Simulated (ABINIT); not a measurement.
Crystal: Fe.

```
Fe
1.0
     2.43416    0.00000    0.00000
    -1.21708    2.10804    0.00000
     0.00000    0.00000    3.84193
Fe
2
Direct
  0.66667 0.33333 0.75000
  0.33333 0.66667 0.25000
```

This isn't the form of Fe at room conditions, which is bcc.

Base run:

- Program: ABINIT 10.8.3 (patched build)
- Functional: r2SCAN
- Potentials or basis: SG15 NC PBE v1.2
- Cutoff: 1306 eV
- k mesh: 12 × 12 × 7
- Occupations: fermi-dirac, width 0.05 eV
- Spin: collinear spin, ferromagnetic start
- Starting moments: [3.0, 3.0] μB

Its results: band gap on the k mesh none (metal or under the smearing width); pressure 61.1 GPa; net moment 5.33 μB per cell; site moments Fe +2.76 μB.

Task: The run is repeated on the same cell with these changes: potentials or basis from SG15 NC PBE v1.2 to JTH PAW PBE v2.0; cutoff from 1306 eV to 844 eV. What comes out?

Result: Band gap on the k mesh none (metal or under the smearing width); pressure 17.5 GPa; net moment 2.63 μB per cell; site moments Fe +1.38 μB.

Caveats: a pressure of tens of GPa on the cell as given is suspect, and the run, the potentials or the cell itself is likely at fault (some runs); the potentials were made for another functional, which shifts forces and pressure (some runs); the PAW data sets were made with another functional, which shifts forces and pressure a little (some runs).
